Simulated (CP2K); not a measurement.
The system is NbAs.

```xyz
4
Lattice="6.3295 0.0000 0.0000 4.4472 4.5039 0.0000 -5.3883 -2.2520 2.4407" Properties=species:S:1:pos:R:3 pbc="T T T"
Nb    0.4706   -1.1260    1.2204
Nb    8.0825    3.3779    0.0000
As    4.9537    0.7477    1.2204
As    1.7889    0.7477    0.0000
```

Base run:

```yaml
Program: CP2K 2026.2
Functional: PBEsol
Potentials_or_basis: POTENTIAL_UZH Nb GTH-PBE-q13, As GTH-PBE-q5; TZVP-MOLOPT-PBE-GTH basis
Density_cutoff: 9184 eV
k_mesh: 11 × 11 × 11
Occupations: fermi-dirac, width 0.05 eV
Spin: no spin polarisation
```

Its results: band gap on the k mesh 0.03 eV, indirect (least direct gap 0.09 eV); pressure 1.4 GPa; largest force 0.314 eV/Å.

Q: The run is repeated on the same cell with these changes: functional from PBEsol to AM05. What comes out?

A: Band gap on the k mesh 0.03 eV, indirect (least direct gap 0.09 eV); pressure 0.5 GPa; largest force 0.318 eV/Å.

Caveats: the potentials were made for another functional, which shifts forces and pressure; an odd mesh through Γ misses points on the zone boundary, where band edges often lie; the basis of atomic orbitals isn't converged, which shifts pressures, moduli and gaps.

Not every run made on this cell is shown here.
